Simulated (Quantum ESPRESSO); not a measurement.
Runs of Quantum ESPRESSO 7.5 on TePt. Symmetry: R-3m, No. 166, trigonal system. The conventional cell has a = 3.963 Å, b = 3.963 Å, c = 19.983 Å, α = 90.00°, β = 90.00°, γ = 120.00°. Pt (site symmetry 3m) has 3 Te at 2.59 Å and 3 Pt at 2.72 Å as nearest neighbours. Te (site symmetry 3m) has 3 Pt at 2.59 Å as nearest neighbours. 

```csv
task,level,potentials or basis,cell,k mesh,cutoff (eV),smearing,form of the LDA correlation,gap on the mesh (eV),pressure (GPa),V0 of scaled cells (Å³/atom),B0 (GPa),largest force (eV/Å)
band structure,LDA,GBRV 1.5 LDA,as given,8 × 8 × 8,612,fermi-dirac 0.05 eV,PZ81,none,-1.5,-,-,0.48
single point,PBEsol,GBRV 1.5 PBEsol,as given,8 × 8 × 8,612,fermi-dirac 0.05 eV,-,none,(c),-,-,0.44
phonons,PBEsol,GBRV 1.5 PBEsol,relaxed,6 × 6 × 6,612,cold 0.2 eV,-,none,0.0,-,-,-
equation of state,PBEsol,GBRV 1.5 PBEsol,as given,8 × 8 × 8,612,fermi-dirac 0.05 eV,-,-,-,(a),132,-
equation of state,LDA,GBRV 1.5 LDA,as given,8 × 8 × 8,612,fermi-dirac 0.05 eV,PZ81,-,-,(b),140,-
phonons,LDA,JTH 2.0 LDA,relaxed,7 × 7 × 7,707,gaussian 0.2 eV,PW92,none,0.0,-,-,-
```

Alike in all rows: no spin polarisation.

Fill in the values left out.

(a) 22.83; (b) 22.44; (c) 0.8.

Caveats: the layers were relaxed without a dispersion term, so their spacing and the soft interlayer modes are unreliable (some runs); the cell was scaled at fixed shape and fractional positions, which overstates the stiffness of a crystal with free parameters, most of all of layers and chains (some runs).

A k mesh can miss the band edges, and the runs leave out spin-orbit coupling on Pt, Te.

A gap of «none» marks a metal or a gap under the smearing width.

Not every run made on this cell is shown here.
